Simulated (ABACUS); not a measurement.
The system is Ta.

```xyz
1
Lattice="-1.6513 1.6513 1.6513 1.6513 -1.6513 1.6513 1.6513 1.6513 -1.6513" Properties=species:S:1:pos:R:3 pbc="T T T"
Ta    0.0000    0.0000    0.0000
```

Base run:

* Program: ABACUS 3.10.1
* Functional: PW91
* Potentials or basis: SPMS ONCV 1.0 PBE
* Cutoff: 816 eV
* Density cutoff: 3265 eV
* Basis: plane waves
* k mesh: 9 × 9 × 9
* Occupations: fermi-dirac, width 0.05 eV
* Spin: no spin polarisation

Its results: band gap on the k mesh none (metal or under the smearing width); pressure 2.5 GPa.

Q: The run is repeated on the same cell with these changes: functional from PW91 to PBE; potentials or basis from SPMS ONCV 1.0 PBE to SSSP 1.3 efficiency PBE; cutoff from 816 eV to 748 eV; density cutoff from 3265 eV to 5987 eV. What comes out?

A: Band gap on the k mesh none (metal or under the smearing width); pressure 3.1 GPa.

Caveats: the potentials were made for another functional, which shifts forces and pressure (some runs).

Not every run made on this cell is shown here.
